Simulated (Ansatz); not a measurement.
# Compressing HfSi$_{2}$: a fit and a missing row

HfSi$_{2}$, Cmcm, a = 3.683 Å, b = 14.592 Å, c = 3.660 Å. The structure is a COD entry; whether it is the stable form wasn't checked. Ansatz: PBE, PAW, 420 eV, Γ-centred 10×10×10 mesh on 6 atoms, Gaussian smearing 0.10 eV; no spin polarisation. Shape and atoms are relaxed at each volume; pressure is positive in compression.

```tsv
V (Å³/atom)	P (GPa)
14.422	?
14.913	14.33
15.405	8.83
15.897	4.08
16.388	-0.02
16.880	-3.53
17.372	-6.57
18.027	-9.97
```

**Question.** Take V0 = 16.388 Å³/atom, count pressures from its P0 = -0.02 GPa, fit the third-order Birch–Murnaghan form to the other rows, and predict the missing pressure.

**Answer.** With the Eulerian strain f = ½[(V0/V)^(2/3) − 1] and y = (P − P0)/[3f(1 + 2f)^(5/2)], the form is the line y = B0 + 1.5 B0 (B0′ − 4) f. Rows (f, y): 0.03245, 126.0; 0.02105, 126.4; 0.01024, 126.9; -0.00976, 125.9; -0.01906, 126.2; -0.03079, 126.3. Means f = 0.0006883, y = 126.28; Σ(Δf)² = 0.003005, ΣΔfΔy = 0.004393; the slope is their ratio. y = 126.3 + 1.462 f GPa, so B0 = 126.3 GPa and B0′ = 4 + 2 × (1.462)/(3 × 126.3) = 4.01. At V = 14.422, f = 0.04447, y = 126.37 and P = 20.84 GPa. The run gave 20.74 GPa, so the fit is 0.10 GPa too high, a small miss on the scale of the series.

Spin–orbit coupling is left out, which can shift energies with elements as heavy as these.